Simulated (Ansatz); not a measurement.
Z-matrix (Å, degrees):
```
C
O 1 1.328
C 1 1.536 2 110.4
O 1 1.194 2 125.5 3 180.0
H 2 0.968 1 106.9 3 -180.0
O 3 1.194 1 124.1 2 0.3
O 3 1.328 1 110.4 2 -179.7
H 7 0.968 3 106.9 1 -180.0
```

Charge 0, multiplicity 1.

**Question.** List the ωB97M-V/def2-TZVPP orbital energies in eV (Ansatz). (An estimate is asked.)

**Answer.** The calculation gave: Occupied: -528.08, -528.08, -526.62, -526.62, -285.98, -285.97, -34.97, -34.32, -32.40, -31.97, -23.34, -20.66, -17.87, -17.07, -16.97, -16.90, -15.41, -15.31, -14.27, -12.50, -12.47, -12.33, -10.67. Lowest empty: 0.33, 2.28, 2.43, 4.44, 4.63, 5.80, 6.88, 7.16.
